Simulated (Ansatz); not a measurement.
## Ge under changes of volume

One of the cells (22.833 Å³/atom); the others are scaled copies at fixed shape and fractional positions:

```
Ge
1.0
     3.99759    0.00000    0.00000
    -1.99879    3.46201    0.00000
     0.00000    0.00000    6.59938
Ge
4
Direct
  0.33333 0.66667 0.93710
  0.66667 0.33333 0.43710
  0.33333 0.66667 0.56290
  0.66667 0.33333 0.06290
```

This isn't the form of Ge at room conditions, which is diamond.

| Item | Value |
| --- | --- |
| Program | Ansatz 0.2.0 |
| Functional | r2SCAN |
| Potentials or basis | Ansatz PAW |
| Cutoff | 500 eV (not typed: the program's choice for these potentials) |
| k mesh | 8 × 8 × 4 |
| Occupations | fermi-dirac, width 0.05 eV |
| Spin | no spin polarisation |

```csv
volume (Å³/atom),energy over the lowest point (meV/atom),pressure (GPa),largest force (eV/Å)
21.463,20.00,5.0,0.030
21.920,?,?,?
22.377,1.93,1.5,0.012
22.833,0.00,-0.1,0.004
23.290,2.13,-1.4,0.000
23.747,7.69,-2.5,0.001
24.203,16.33,-3.6,0.005
```

Problem. What does the run at 21.920 Å³/atom give?

Solution. Energy over the lowest point 8.41 meV/atom; pressure 3.1 GPa; largest force 0.020 eV/Å.

Worked out: A Birch-Murnaghan fit of order 3 (a polynomial in V^(-2/3)) to the other rows has its minimum at 22.81 Å³/atom with B0 = V·E''(V) = 70 GPa and B' = 5.6 at fixed shape and positions, which overstates the stiffness. It gives 8.37 meV/atom at 21.920 Å³/atom, against the run's 8.41, and -dE/dV = 3.1 GPa, against 3.1.

Energies are extrapolated to zero smearing.

Caveats: the PAW data sets come from PBE, with cores solved anew for the run's functional, which leaves a small shift of forces and pressure.
